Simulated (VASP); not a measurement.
# Bi (Im-3m) in VASP: density of states with PBE+D3(BJ)

Aim: the density of states of Bi with PBE+D3(BJ).

Everything below comes from runs of VASP 6.6.1. Logs are shortened: lines on timing, memory, paths and dates and some standing lists are left out, and cuts for length are marked.

## Step 1: Starting point

It takes space group Im-3m (No. 229, cubic). The conventional cell has a = 3.919 Å, b = 3.919 Å, c = 3.919 Å, α = 90.00°, β = 90.00°, γ = 90.00°. Bi (site symmetry m-3m) is surrounded by 8 Bi at 3.39 Å.

This isn't the form of Bi at room conditions, which is rhombohedral.

## Step 2: Density of states, PBE+D3(BJ)

Input file POSCAR:

```
Bi
1.0
   -1.9594689774      1.9594689774      1.9594689774
    1.9594689774     -1.9594689774      1.9594689774
    1.9594689774      1.9594689774     -1.9594689774
Bi
1
Direct
    0.0000000000      0.0000000000      0.0000000000
```

Input file INCAR.step1:

```
SYSTEM = Bi
  PREC = Accurate
  ENCUT = 520
  EDIFF = 1E-6
  ISMEAR = 0
  SIGMA = 0.1
  LREAL = .FALSE.
  LASPH = .TRUE.
  NELM = 80
  ALGO = Fast
  ISIF = 2
  LWAVE = .FALSE.
  LCHARG = .TRUE.
  GGA = PE
  IVDW = 12
  NBANDS = 14
```

Input file KPOINTS.step1:

```
Automatic mesh
0
G
  16 16 16
  0 0 0
```

Input file INCAR.step2:

```
SYSTEM = Bi
  PREC = Accurate
  ENCUT = 520
  EDIFF = 1E-6
  ISMEAR = -5
  SIGMA = 0.1
  LREAL = .FALSE.
  LASPH = .TRUE.
  NELM = 80
  ALGO = Fast
  ISIF = 2
  LWAVE = .FALSE.
  LCHARG = .FALSE.
  GGA = PE
  IVDW = 12
  LORBIT = 10
  NBANDS = 14
  NEDOS = 2001
  ICHARG = 11
```

Input file KPOINTS.step2:

```
Automatic mesh
0
G
  24 24 24
  0 0 0
```

Potentials or basis: VASP PAW PBE potentials, release 64 (Bi_d).

The run is started by

```
$ cat potpaw_PBE.64/Bi_d/POTCAR > POTCAR
$ cp INCAR.step1 INCAR
$ cp KPOINTS.step1 KPOINTS
$ mpirun -np 1 vasp_std > vasp.out
$ cp INCAR.step2 INCAR
$ cp KPOINTS.step2 KPOINTS
$ mpirun -np 1 vasp_std > vasp.out
```

OUTCAR:

```text
SYSTEM = Bi
   PREC = Accurate
   ENCUT = 520
   EDIFF = 1E-6
   ISMEAR = -5
   LREAL = .FALSE.
   LASPH = .TRUE.
   NELM = 80
   ISIF = 2
   GGA = PE
   IVDW = 12
   LORBIT = 10
   ICHARG = 11
 IVDW          = 12

 ion  position               nearest neighbor table
   1  0.000  0.000  0.000-

  LATTYP: Found a body centered cubic cell.
 ALAT       =     3.9189379548

  Lattice vectors:

 A1 = (  -1.9594689774,   1.9594689774,   1.9594689774)
 A2 = (   1.9594689774,  -1.9594689774,   1.9594689774)
 A3 = (   1.9594689774,   1.9594689774,  -1.9594689774)

Analysis of symmetry for initial positions (statically):
=====================================================================
 Subroutine PRICEL returns:
 Original cell was already a primitive cell.

 Routine SETGRP: Setting up the symmetry group for a
 body centered cubic supercell.

 Subroutine GETGRP returns: Found 48 space group operations
 (whereof 48 operations were pure point group operations)
 out of a pool of 48 trial point group operations.

The static configuration has the point symmetry O_h .

Analysis of symmetry for dynamics (positions and initial velocities):
=====================================================================
 Subroutine PRICEL returns:
 Original cell was already a primitive cell.

 Routine SETGRP: Setting up the symmetry group for a
 body centered cubic supercell.

 Subroutine GETGRP returns: Found 48 space group operations
 (whereof 48 operations were pure point group operations)
 out of a pool of 48 trial point group operations.

The dynamic configuration has the point symmetry O_h .

 Subroutine INISYM returns: Found 48 space group operations
 (whereof 48 operations are pure point group operations),
 and found     1 'primitive' translations

----------------------------------------------------------------------------------------

                                     Primitive cell

  volume of cell :      30.0937

  direct lattice vectors                    reciprocal lattice vectors
    -1.959468977  1.959468977  1.959468977     0.000000000  0.255171174  0.255171174
     1.959468977 -1.959468977  1.959468977     0.255171174  0.000000000  0.255171174
     1.959468977  1.959468977 -1.959468977     0.255171174  0.255171174  0.000000000

  length of vectors
     3.393899825  3.393899825  3.393899825     0.360866535  0.360866535  0.360866535

  position of ions in fractional coordinates (direct lattice)
     0.000000000  0.000000000  0.000000000

  ion indices of the primitive-cell ions
   primitive index   ion index
                 1           1

----------------------------------------------------------------------------------------

 KPOINTS: Automatic mesh

Automatic generation of k-mesh.
 Grid dimensions read from file:
 generate k-points for:   24   24   24

 Generating k-lattice:

  Cartesian coordinates                     Fractional coordinates (reciprocal lattice)
     0.000000000  0.010632132  0.010632132     0.041666667  0.000000000  0.000000000
     0.010632132  0.000000000  0.010632132     0.000000000  0.041666667  0.000000000
     0.010632132  0.010632132  0.000000000     0.000000000  0.000000000  0.041666667

  Length of vectors
     0.015036106  0.015036106  0.015036106

  Shift w.r.t. Gamma in fractional coordinates (k-lattice)
     0.000000000  0.000000000  0.000000000

 TETIRR: Found  16469 inequivalent tetrahedra from    82944

 Subroutine IBZKPT returns following result:
 ===========================================

 Found    413 irreducible k-points:

 Following reciprocal coordinates:
            Coordinates               Weight
  0.000000  0.000000  0.000000      1.000000
  0.041667  0.000000  0.000000     12.000000
  0.083333  0.000000  0.000000     12.000000
  0.125000  0.000000  0.000000     12.000000
  0.166667  0.000000  0.000000     12.000000
  0.208333  0.000000  0.000000     12.000000
[... 16 lines left out ...]
  0.416667  0.041667  0.000000     48.000000
  0.458333  0.041667  0.000000     48.000000
 [... further k-points ...]
   k-points           NKPTS =    413   k-points in BZ     NKDIM =    413   number of bands    NBANDS=     14
   number of dos      NEDOS =   2001   number of ions     NIONS =      1
   total plane-waves  NPLWV =  21952
   dimension x,y,z NGX =    28 NGY =   28 NGZ =   28
   dimension x,y,z NGXF=    56 NGYF=   56 NGZF=   56
   ions per type =               1
   NGX,Y,Z   is equivalent  to a cutoff of  13.72, 13.72, 13.72 a.u.
   NGXF,Y,Z  is equivalent  to a cutoff of  27.43, 27.43, 27.43 a.u.
 SYSTEM =  Bi
   PREC   = accura    normal or accurate (medium, high low for compatibility)
   ISTART =      0    job   : 0-new  1-cont  2-samecut
   ICHARG =     11    charge: 1-file 2-atom 10-const
   ISPIN  =      1    spin polarized calculation?
   LNONCOLLINEAR =      F non collinear calculations
   LSORBIT =      F    spin-orbit coupling
   LASPH  =      T    aspherical Exc in radial PAW
   ENCUT  =  520.0 eV  38.22 Ry    6.18 a.u.   6.31  6.31  6.31*2*pi/ulx,y,z
   NELM   =     80;   NELMIN=  2; NELMDL=  0     # of ELM steps
   EDIFF  = 0.1E-05   stopping-criterion for ELM
   LREAL  =      F    real-space projection
   EDIFFG = 0.1E-04   stopping-criterion for IOM
   NSW    =      0    number of steps for IOM
   IBRION =     -1    ionic relax: 0-MD 1-quasi-New 2-CG
   NFREE  =      0    steps in history (QN), initial steepest desc. (CG)
   ISIF   =      2    stress and relaxation
   ISYM   =      2    0-nonsym 1-usesym 2-fastsym
   POTIM  = 0.5000    time-step for ionic-motion
   TEBEG  =    0.0;   TEEND  =   0.0 temperature during run
   PSTRESS=    0.0 pullay stress
   NELECT =      15.0000    total number of electrons
   NUPDOWN=      -1.0000    fix difference up-down
   EMIN   =  10.00;   EMAX   =-10.00  energy-range for DOS
   EFERMI =   0.00;   METHOD = LEGACY
   ISMEAR =    -5;   SIGMA  =   0.10  broadening in eV -4-tet -1-fermi 0-gaus
   EFERMI_NEDOS =   21; number of points for ismear=-14 and -15
   IALGO  =     68    algorithm
   IMIX   =      4    mixing-type and parameters
     AMIX     =   0.40;   BMIX     =  1.00
     AMIX_MAG =   1.60;   BMIX_MAG =  1.00
  volume/ion in A,a.u.               =      30.09       203.08
  Fermi-wavevector in a.u.,A,eV,Ry     =   1.298016  2.452895 22.923731  1.684847
  Thomas-Fermi vector in A             =   2.429372
   LORBIT       =     10    0 simple, 1 ext, 2 COOP (PROOUT), +10 PAW based schemes
   GGA     = PE    functional components
   LHFCALC =     F    Hartree Fock is set to
   AEXX    =    0.0000 exact exchange contribution
   IVDW    =    12    specifies the selected vdW correction
   LEPSILON=     F    determine dielectric tensor
   LRPA    =     F    only Hartree local field effects (RPA)
 non-spin polarized calculation
 RMM-DIIS sequential band-by-band and
 Fermi weights with tetrahedron method with Bloechl corrections
  energy-cutoff  :      520.00
  volume of cell :       30.09
 maximum number of plane-waves:       856
 NGX is ok and might be reduce to    28

 number of electron      14.9999998 magnetization

 Free energy of the ion-electron system (eV)
  ---------------------------------------------------
  ext. energy  EPLUGINS =         0.00000000
  ---------------------------------------------------
  free energy    TOTEN  =        -3.74353065 eV

  energy without entropy =       -3.74353065  energy(sigma->0) =       -3.74353065

 E-fermi :   8.3410     XC(G=0): -10.4540

 val. band max:        8.4476359075   @ k =   0.1667   0.1667   0.1667
 cond. band min:       8.2275498904   @ k =   0.2083   0.1667   0.1667
 fundamental gap:     -0.2200860170
 Fermi energy:         8.3409655608

 k-point     1 :       0.0000    0.0000    0.0000
  band No.  band energies     occupation
      1     -14.7260      2.00000
      2     -14.7260      2.00000
      3     -14.7260      2.00000
      4     -14.5817      2.00000
      5     -14.5817      2.00000
      6      -5.4148      2.00000
      7      13.7093      0.00000
      8      13.7093      0.00000
      9      13.7093      0.00000
     10      17.9126      0.00000
     11      18.8257      0.00000
     12      18.8257      0.00000
     13      18.8257      0.00000
     14      20.2390      0.00000

 k-point     2 :       0.0417    0.0000    0.0000
  band No.  band energies     occupation
      1     -14.7267      2.00000
      2     -14.7246      2.00000
      3     -14.7220      2.00000
      4     -14.5826      2.00000
      5     -14.5819      2.00000
      6      -5.3818      2.00000
      7      13.3148      0.00000
      8      13.5994      0.00000
      9      13.6773      0.00000
     10      18.1703      0.00000
     11      18.4705      0.00000
     12      18.6303      0.00000
     13      18.7654      0.00000
     14      20.3887      0.00000

 k-point     3 :       0.0833    0.0000    0.0000
  band No.  band energies     occupation
      1     -14.7290      2.00000
      2     -14.7209      2.00000
      3     -14.7106      2.00000
      4     -14.5853      2.00000
      5     -14.5824      2.00000
      6      -5.2828      2.00000
      7      12.3837      0.00000
      8      13.3004      0.00000
      9      13.5824      0.00000
     10      17.6830      0.00000
     11      18.2431      0.00000
     12      18.6485      0.00000
     13      18.9455      0.00000
     14      20.8145      0.00000

 k-point     4 :       0.1250    0.0000    0.0000
  band No.  band energies     occupation
      1     -14.7325      2.00000
      2     -14.7153      2.00000
      3     -14.6923      2.00000
      4     -14.5892      2.00000
      5     -14.5830      2.00000
      6      -5.1187      2.00000
      7      11.2327      0.00000
      8      12.8790      0.00000
      9      13.4289      0.00000
     10      17.0294      0.00000
     11      17.8347      0.00000
     12      18.5741      0.00000
     13      19.6020      0.00000
     14      21.4111      0.00000

 k-point     5 :       0.1667    0.0000    0.0000
  band No.  band energies     occupation
      1     -14.7372      2.00000
      2     -14.7087      2.00000
      3     -14.6683      2.00000
      4     -14.5937      2.00000
      5     -14.5839      2.00000
      6      -4.8908      2.00000
      7      10.0119     -0.00311
      8      12.3998      0.00000
      9      13.2275      0.00000
     10      16.4497      0.00000
     11      17.4528      0.00000
[... 276 lines left out ...]
 k-point    22 :       0.3750    0.0417    0.0000
  band No.  band energies     occupation
      1     -14.7643      2.00000
      2     -14.6967      2.00000
      3     -14.5953      2.00000
      4     -14.5894      2.00000
      5     -14.5162      2.00000
      6      -2.7674      2.00000
      7       4.1413      2.00000
      8      10.0816      0.00000
      9      11.8856      0.00000
     10      14.8375      0.00000
     11      16.3511      0.00000
     12      20.1139      0.00000
     13      21.8266      0.00000
     14      25.6436      0.00000

 k-point    23 :       0.4167    0.0417    0.0000
  band No.  band energies     occupation
      1     -14.7672      2.00000
      2     -14.6988      2.00000
      3     -14.5923      2.00000
      4     -14.5899      2.00000
      5     -14.5009      2.00000
      6      -2.4051      2.00000
      7       3.5041      2.00000
      8       9.9083      0.00000
      9      11.7789      0.00000
     10      14.7205      0.00000
     11      16.2627      0.00000
     12      20.5148      0.00000
     13      21.9554      0.00000
     14      25.3625      0.00000

 k-point    24 :       0.4583    0.0417    0.0000
  band No.  band energies     occupation
      1     -14.7686      2.00000
      2     -14.7001      2.00000
      3     -14.5907      2.00000
      4     -14.5901      2.00000
      5     -14.4929      2.00000
      6      -2.1878      2.00000
      7       3.1488      2.00000
      8       9.8207      0.00000
      9      11.7246      0.00000
     10      14.6623      0.00000
     11      16.2183      0.00000
     12      20.7859      0.00000
     13      21.9798      0.00000
     14      25.3359      0.00000

 [... further k-points ...]

------------------------ aborting loop because EDIFF is reached ----------------------------------------

 Edisp (eV)   -0.52369

 E8    (eV) :    -0.2573

  FORCE on cell =-STRESS in cart. coord.  units (eV):
  Direction    XX          YY          ZZ          XY          YZ          ZX
  --------------------------------------------------------------------------------------
  -------------------------------------------------------------------------------------
  Total       0.04030     0.04030     0.04030     0.00000    -0.00000     0.00000
  in kB       2.14561     2.14561     2.14561     0.00000    -0.00000     0.00000
  external pressure =        2.15 kB  Pullay stress =        0.00 kB

 VOLUME and BASIS-vectors are now :
 -----------------------------------------------------------------------------
  energy-cutoff  :      520.00
  volume of cell :       30.09
      direct lattice vectors                 reciprocal lattice vectors
    -1.959468977  1.959468977  1.959468977     0.000000000  0.255171174  0.255171174
     1.959468977 -1.959468977  1.959468977     0.255171174  0.000000000  0.255171174
     1.959468977  1.959468977 -1.959468977     0.255171174  0.255171174  0.000000000

 POSITION                                       TOTAL-FORCE (eV/Angst)
 -----------------------------------------------------------------------------------
      0.00000      0.00000      0.00000        -0.000000      0.000000     -0.000000
 -----------------------------------------------------------------------------------
    total drift:                               -0.000000     -0.000000      0.000000

  FREE ENERGIE OF THE ION-ELECTRON SYSTEM (eV)
  ---------------------------------------------------
  free  energy   TOTEN  =        -4.2672251561 eV

  energy  without entropy=       -4.2672251561  energy(sigma->0) =       -4.26722516

 total charge

# of ion       s       p       d       tot
------------------------------------------
    1        1.555   1.276   9.923  12.754
```

It took 5.9 min on 1 thread of Intel Xeon Platinum 8375C at 2.90GHz (Ice Lake), shared host; peak memory 0.3 GiB.

What came out:

* Valence electrons inside the program's atomic spheres: Bi 12.75
* Dispersion energy per atom: -0.524 eV

States per cell in windows of 1 eV (zero at the Fermi level; states under -8 eV left out):
```csv
from (eV),total,Bi1_p,Bi1_d,Bi1_s
-8.0,0.00,0.00,0.00,0.00
-7.0,0.00,0.00,0.00,0.00
-6.0,0.03,0.01,0.00,0.00
-5.0,0.48,0.19,0.00,0.01
-4.0,0.70,0.28,0.01,0.03
-3.0,0.54,0.22,0.01,0.03
-2.0,0.62,0.27,0.01,0.02
-1.0,0.64,0.29,0.02,0.02
0.0,0.64,0.30,0.02,0.02
1.0,0.69,0.35,0.02,0.02
2.0,0.77,0.41,0.02,0.01
3.0,0.69,0.38,0.02,0.01
4.0,0.31,0.13,0.02,0.00
5.0,0.21,0.03,0.03,0.00
6.0,0.36,0.03,0.06,0.01
7.0,0.88,0.07,0.15,0.04
```

Caveat: spin-orbit coupling is left out, which moves the levels of the heavy elements; pairwise dispersion overbinds metals, which lowers pressure and volume; tetrahedron occupations give inexact forces and stress in metals.
